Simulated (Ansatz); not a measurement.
# Cr: uniaxial strain along a

The task here is to estimate one member of a computed series from the others.

Method: DFT PBE, scalar-relativistic, plane waves, PAW, in Ansatz 0.2.0.

3 further runs of the same task are left out: 3 set aside as unsound or not needed.

## The system as given

Symmetry: Im-3m, No. 229, cubic system. Conventional cell: a = 2.848 Å, b = 2.848 Å, c = 2.848 Å, α = 90.00°, β = 90.00°, γ = 90.00°. Around Cr (site symmetry m-3m) lie 8 Cr at 2.47 Å.

Coordinates:

```cif
data_structure
_symmetry_space_group_name_H-M 'P 1'
_symmetry_Int_Tables_number 1
_cell_length_a 2.8478
_cell_length_b 2.8478
_cell_length_c 2.8478
_cell_angle_alpha 90.000
_cell_angle_beta 90.000
_cell_angle_gamma 90.000
_cell_volume 23.10
loop_
_atom_site_label
_atom_site_type_symbol
_atom_site_fract_x
_atom_site_fract_y
_atom_site_fract_z
_atom_site_occupancy
Cr1 Cr 0.00000 0.00000 0.00000 1
Cr2 Cr 0.50000 0.50000 0.50000 1
```

The first run:

The input, input.yaml:

```yaml
crystal:
  lattice:
    - [2.8478300163, 0.0, 0.0]
    - [0.0, 2.8478300163, 0.0]
    - [0.0, 0.0, 2.8478300163]
  atoms:
    - { symbol: Cr, position: [0.0, 0.0, 0.0] }
    - { symbol: Cr, position: [0.5, 0.5, 0.5] }
basis:
  ecutwfc: 420
kpoints:
  mp_grid: { grid: [18, 18, 18] }
hamiltonian:
  xc: pbe
scf:
  occupations: { method: gaussian, width: 0.1 }
output:
  forces: true
  stress: true
  eigenvalues: true
```

Launch:

```sh
ansatz run input.yaml --threads 1 --pin off --max-ram 2560MiB --backend cpu --events-out ev --progress --plain --runs-dir out
```

Steps of the session up to this table: The unstrained reference; At -2.0 %; The cell strained by +2.0 %; At -4.0 %; The cell strained by +4.0 %; At -6.0 %; Strain +6.0 %.

One of the session's tables, all rows but one given; the rest of the session is left out.

Lengths are those of the vectors of the cell that was run; stresses in GPa:

| strain (%) | ΔE (meV/atom) | a (Å) | b (Å) | c (Å) |
| --- | --- | --- | --- | --- |
| -6.0 | 62.2 | 2.677 | 2.891 | 2.891 |
| -4.0 | 26.7 | 2.734 | 2.876 | 2.876 |
| -2.0 | 6.5 | 2.791 | 2.861 | 2.861 |
| +0.0 | 0.0 | 2.848 | 2.848 | 2.848 |
| +2.0 | 6.0 | 2.905 | 2.836 | 2.836 |
| +4.0 | ? | ? | ? | ? |
| +6.0 | 48.3 | 3.019 | 2.812 | 2.812 |

**Question.** Estimate the row for strain (%) = +4.0.

Worked estimate for «ΔE (meV/atom)». A straight line through the neighbours (2.0, 6.0) and (6.0, 48.3) gives 6.0 + (48.3 − 6.0) × (4.0 − 2.0) / (6.0 − 2.0) = 27.1; a parabola fitted to 3 rows on both sides gives 22.1.

As computed: ΔE (meV/atom): 22.7; a (Å): 2.962; b (Å): 2.824; c (Å): 2.824. In «ΔE (meV/atom)» the line misses by +4.4 and the parabola by -0.6.

ΔE is over the unstrained cell. Stress in GPa, positive in compression, on the Cartesian axes of the input. 

Caveats from the session: Spin polarisation is off in the runs that give these values; a magnetic solution could lie lower.
